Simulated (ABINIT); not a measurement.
Input of an ABINIT 10.8.3 (patched build) run:

Contents of run.abi:

```
# Pseudopotentials
pp_dirpath "./"
pseudos "C.upf"

# Structure
acell 3*1.0 Angstrom
rprim
     2.4562275060     0.0000000000     0.0000000000
    -1.2281137530     2.1271554177     0.0000000000
     0.0000000000     0.0000000000    24.1339601687
ntypat 1
znucl 6
natom 4
typat 1 1 1 1
xred
     0.6666666667     0.3333333333     0.5704754400
     0.3333333333     0.6666666667     0.4295245600
     0.0000000000     0.0000000000     0.4295312300
     0.0000000000     0.0000000000     0.5704687700

# Plane-wave basis
ecut 843.552974 eV

# k points
kptopt 1
ngkpt 9 9 2
nshiftk 1
shiftk 0.0 0.0 0.0

# Exchange and correlation
ixc 7

# Bands and occupations
nband 12
occopt 3
tsmear 0.05 eV

# SCF cycle
nstep 100
tolvrs 1.0e-10

# Output
iomode 3
prtwf 0
prtden 0
prteig 0
prtebands 0
enunit 1
prtvol 2
```

Potentials or basis: PseudoDojo NC SR LDA v0.4.1 standard.

Run with:

```bash
$ abinit run.abi > log 2>&1
```

Predict the band gap on the k mesh.

none (metal or under the smearing width).

Estimate the largest force.

0.034 eV/Å.

Forces on the atoms (eV/Å):
```
C    0.000  0.000 -0.002
C    0.000  0.000  0.002
C    0.000  0.000  0.034
C    0.000  0.000 -0.034
```
